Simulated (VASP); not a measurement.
Calculation: PBE GGA, VASP's PBE PAW potentials (set 64) (plane waves; VASP). Each cell was relaxed at this level, without spin-orbit coupling.

Task: Which of these comes out without a gap?
A) C, P6_3/mmc (194)
B) PbSe, Fm-3m (225)
C) MgF2, P4_2/mnm (136)
D) CdTe, F-43m (216)

Result: A, C, P6_3/mmc (194). The others have gaps of 0.59 eV (CdTe, F-43m (216)), 0.43 eV (PbSe, Fm-3m (225)), 6.85 eV (MgF2, P4_2/mnm (136)).
